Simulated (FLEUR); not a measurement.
MnS under changes of volume

One of the cells (17.667 Å³/atom); the others are scaled copies at fixed shape and fractional positions:

```
Mn S
1.0
     0.00000    2.60450    2.60450
     2.60450    0.00000    2.60450
     2.60450    2.60450    0.00000
Mn S
1 1
Direct
  0.00000 0.00000 0.00000
  0.50000 0.50000 0.50000
```

```yaml
Program: FLEUR MaX-R8.1 (later development tree)
Functional: PBEsol
Potentials_or_basis: all-electron
Basis: FLAPW
Kmax: 4.73 1/bohr
k_mesh: 9 × 9 × 9
Occupations: fermi-dirac, width 0.05 eV
Spin: collinear spin, ferromagnetic start
Starting_moments: "[4.0, 0.0] μB"
```

```tsv
volume (Å³/atom)	energy over the lowest point (meV/atom)	moment (μB per cell)
16.607	0.00	4.50
16.961	?	?
17.314	23.98	4.64
17.667	38.84	4.69
18.021	55.64	4.73
18.374	74.13	4.77
18.727	94.15	4.81
```

Task: What does the run at 16.961 Å³/atom give?

Result: Energy over the lowest point 11.12 meV/atom; moment 4.58 μB per cell.

Worked out: A Birch-Murnaghan fit of order 3 (a polynomial in V^(-2/3)) to the other rows has no minimum within the range. It gives 10.97 meV/atom at 16.961 Å³/atom, against the run's 11.12. A parabola through the other rows of the moment, of slope 0.186 μB per Å³/atom there, gives 4.57 μB, against the run's 4.58.

Energies are extrapolated to zero smearing.

Caveats: a cell with one magnetic atom can't hold antiferromagnetic order, which such compounds often take.
